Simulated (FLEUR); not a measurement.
C:

```
CELL_PARAMETERS angstrom
0.00000 1.78337 1.78337
1.78337 0.00000 1.78337
1.78337 1.78337 0.00000
ATOMIC_POSITIONS crystal
C 0.75000 0.75000 0.75000
C 0.50000 0.50000 0.50000
```

This isn't the form of C at room conditions, which is graphite.

- Program: FLEUR MaX-R8.1 (later development tree)
- Task: single point
- Functional: PBEsol
- Potentials or basis: all-electron
- Basis: FLAPW
- Kmax: 5.5 1/bohr
- k mesh: 13 × 13 × 13
- Occupations: fermi-dirac, width 0.05 eV
- Spin: no spin polarisation
- Gmax: 17 1/bohr
- Muffin-tin radii: C 1.31 bohr
- lmax: C 8
- lnonsphr: C 8
- Local orbitals a species: C 3
- Max iterations: 60
- Mixing factor: 0.05
- Mixer: Anderson
- Mixer history: 15

On this cell: largest force zero by symmetry; band gap on the k mesh 4.01 eV, indirect (least direct gap 5.54 eV).

The same run follows on a disturbed copy (atoms moved at random, drawn with an rms of 0.05 Å):

```
C
1.0
     0.00000    1.78337    1.78337
     1.78337    0.00000    1.78337
     1.78337    1.78337    0.00000
C
2
Direct
  0.74778 0.75306 0.75416
  0.48928 0.49860 0.49360
```

**Question.** What changes?

**Answer.** The energy moves by +20.9 meV/atom; largest force 1.654 eV/Å; band gap on the k mesh 3.11 eV, indirect (least direct gap 3.94 eV).

Forces on the atoms (eV/Å):
```
C   -0.893 -1.177 -0.743
C    0.893  1.177  0.743
```

Caveats: an odd mesh through Γ misses points on the zone boundary, where band edges often lie.
